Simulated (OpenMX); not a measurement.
# Au in OpenMX: convergence with VNA

Crystal: Au.

```
Au
1.0
    -0.04373    2.03079    2.05437
     1.97848    0.01137    1.99927
     2.03672    2.03393   -0.04686
Au
1
Cartesian
  0.1272 -0.0531 -0.2036
```

The cell isn't the ideal one: cell strained at random at fixed volume.

| Item | Value |
| --- | --- |
| Program | OpenMX 3.8.5 |
| Task | convergence study |
| Functional | PBE |
| Potentials or basis | OpenMX 2013 PBE set, Au7.0-s3p2d2, grid cutoff 400 Ry |
| k mesh | 9 × 9 × 9 |
| Occupations | fermi-dirac, width 0.05 eV |
| Spin | no spin polarisation |

These are the settings of the first run; the series varies VNA, with any setting tied to it.

Hardware: 1 thread of Arm Neoverse V1, on a shared host.

| VNA | energy less the tightest run, at zero smearing (meV/atom) | pressure (GPa) | SCF cycles | CPU time (s) | peak memory (GiB) |
| --- | --- | --- | --- | --- | --- |
| 1 3 | 113.61 | 17.96 | 15 | 31 | 0.37 |
| 2 4 | 58.18 | 18.76 | 16 | 33 | 0.35 |
| 3 6 | 30.93 | 18.04 | 16 | 34 | 0.35 |
| 4 8 | 7.75 | 17.19 | 16 | 35 | 0.42 |
| 5 10 | 6.46 | 17.24 | 16 | 37 | 0.4 |
| 6 12 | 0.97 | 17.09 | 16 | 39 | 0.46 |
| 6 16 | 0.00 | 17.08 | 16 | 41 | 0.53 |

Against the tightest run, the energy stays within 1 meV/atom from 6 12 on; the pressure stays within 0.1 GPa from 6 12 on. The tightest run that finished is the yardstick and may itself not be fully converged.

Caveat, for the tightest run too: the basis of atomic orbitals isn't converged, which shifts pressures, moduli and gaps. The run has no spin-orbit coupling, so splittings on Au are missing.
